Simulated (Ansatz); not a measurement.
LiH built on the wurtzite prototype (no longer in that coordination), relaxed with r2SCAN in the plane-wave code Ansatz. The symmetry is P6_3/mmc (No. 194, hexagonal); conventional cell a = 3.256 Å, c = 4.068 Å, 9.34 Å³ an atom. Li has 5 H at 1.88–2.03 Å; H has 5 Li at 1.88–2.03 Å. The cell started from the wurtzite prototype, but the relaxation took it to the higher symmetry P6_3/mmc (No. 194), so the name no longer describes it.

The axes x, y and z are those of this cell:
```
Li H
1.0
     3.25583    0.00000    0.00000
    -1.62791    2.81963    0.00000
     0.00000    0.00000    4.06844
Li H
2 2
Cartesian
  0.0000 1.8798 -0.2543
  1.6279 0.9399 1.7799
  0.0000 1.8798 1.7800
  1.6279 0.9399 3.8142
```

Unstrained: The PBE gap is indirect, 1.837 eV (Γ to K), below the direct gap of 3.078 eV at Γ. With r2SCAN the valence top lies at Γ and the conduction bottom at K, 2.342 eV higher; the smallest vertical gap, at Γ, is 3.658 eV. The HSE06 gap is indirect, 2.736 eV (Γ to K), below the direct gap of 4.056 eV at Γ. Meshes: PBE 12×12×6, r2SCAN 12×12×6, HSE06 6×6×4. Strains are changes of length per length, and xy shears are angles. After each strain the atoms were relaxed again with r2SCAN within the symmetry that the strain leaves, so tilts or polar shifts that break it weren't tested; points keep the names that they have in the unstrained zone. Simulation only: spin-unpolarised, and no claim that this is the phase found in nature.

Q: Estimate what xy shear, engineering strain (angle) +3.0 % does to the gap.

A: PBE: the gap goes from 1.837 to 1.840 eV (+0.003 eV); the edges go from Γ → K to Γ → (1/3, 0.341, 0). r2SCAN: the gap goes from 2.342 to 2.346 eV (+0.004 eV); the edges go from Γ → K to Γ → (1/3, 0.341, 0). HSE06: the gap goes from 2.736 to 2.739 eV (+0.003 eV); the edges go from Γ → K to Γ → (1/3, 0.341, 0). The r2SCAN energy rises by 0.3 meV an atom.

Q: Apply uniaxial +5.0 % along x, other directions held. How far does the gap move, against the unstrained cell?

A: PBE: the gap goes from 1.837 to 1.767 eV (-0.070 eV); the edges go from Γ → K to Γ → (0.318, 0.341, 0). r2SCAN: the gap goes from 2.342 to 2.257 eV (-0.085 eV); the edges go from Γ → K to Γ → (0.318, 0.341, 0). HSE06: the gap goes from 2.736 to 2.649 eV (-0.087 eV); the edges go from Γ → K to Γ → (0.318, 0.341, 0). The r2SCAN energy rises by 3.2 meV an atom.

Q: Apply epitaxial +3.0 % in the xy plane, free normal strain -1.22 %. How far does the gap move, against the unstrained cell?

A: PBE: the gap goes from 1.837 to 1.639 eV (-0.198 eV). r2SCAN: the gap goes from 2.342 to 2.122 eV (-0.220 eV). HSE06: the gap goes from 2.736 to 2.512 eV (-0.224 eV). The r2SCAN energy rises by 3.4 meV an atom.

Q: Estimate what isotropic -1.5 % on every length does to the gap.

A: PBE: the gap goes from 1.837 to 1.746 eV (-0.091 eV). r2SCAN: the gap goes from 2.342 to 2.259 eV (-0.083 eV). HSE06: the gap goes from 2.736 to 2.649 eV (-0.087 eV). The r2SCAN energy rises by 1.8 meV an atom.

Where an edge lies off the special points, it is a point of the mesh or the k point where a search put PBE's edge or least direct gap, reused for the other functionals, whose own edges may lie a little apart.

Coordinates of k points refer to the reciprocal vectors of the primitive cell of the runs.

The meshes of the hybrids are coarse, so their gaps aren't converged to the digits shown.
